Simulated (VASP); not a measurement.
Set up this calculation in VASP 6.6.1, as the native input.

* Task: relaxation of cell and atoms
* Functional: PBE
* Potentials or basis: VASP PAW PBE potentials, release 64 (Ga_d, N)
* Cutoff: 600 eV
* k mesh: 6 × 6 × 4
* Occupations: gaussian, width 0.1 eV
* Spin: no spin polarisation
* Dipole correction: no
* Further INCAR settings: ALGO = Normal; EDIFF = 1e-06; IBRION = 2; EDIFFG = -0.04; NSW = 90; ISIF = 3

The structure of GaN lies in POSCAR:

```
GaN
1.0
    3.3654121600      0.0000000000      0.0000000000
   -1.6827060800      2.9145324300      0.0000000000
    0.0000000000      0.0000000000      4.8154844600
Ga N
2 2
Direct
    0.3333333300      0.6666666700      0.7125336400
    0.6666666700      0.3333333300      0.2874663600
    0.3333333300      0.6666666700      0.1415886000
    0.6666666700      0.3333333300      0.8584114000
```

The cell was built by a generator and needn't be a form met in nature.

These files were run (other wordings do the same):

INCAR

```
SYSTEM = GaN
  PREC = Accurate
  ENCUT = 600
  EDIFF = 1E-6
  ISMEAR = 0
  SIGMA = 0.1
  LREAL = .FALSE.
  LASPH = .TRUE.
  NELM = 100
  ALGO = Normal
  ISIF = 3
  LWAVE = .FALSE.
  LCHARG = .FALSE.
  GGA = PE
  IBRION = 2
  NSW = 90
  EDIFFG = -0.04
```

KPOINTS

```
regular mesh
0
G
  6 6 4
  0 0 0
```

Potentials or basis: VASP PAW PBE potentials, release 64 (Ga_d, N).

Launch:

```console
$ cat potpaw_PBE.64/Ga_d/POTCAR potpaw_PBE.64/N/POTCAR > POTCAR
$ mpirun -np 1 vasp_std > vasp.out
```

It gave:

```json
{
  "Relaxed volume": "11.70 Å³/atom",
  "Relaxed cell": "a = 3.324 Å, b = 3.324 Å, c = 4.892 Å, α = 90.00°, β = 90.00°, γ = 120.00°",
  "Space group after relaxing (to 0.05 Å)": "P6_3/mmc (No. 194)",
  "Energy gained by relaxing": "853.7 meV/atom",
  "Ionic steps": "11",
  "Pressure after relaxing": "-0.2 GPa",
  "Largest force after relaxing": "0.030 eV/Å",
  "Band gap on the k mesh": "1.15 eV, direct"
}
```

It took 100 s on 1 thread of Intel(R) Xeon(R) 6975P-C (Granite Rapids), with other jobs on the host, peak memory 0.19 GiB.
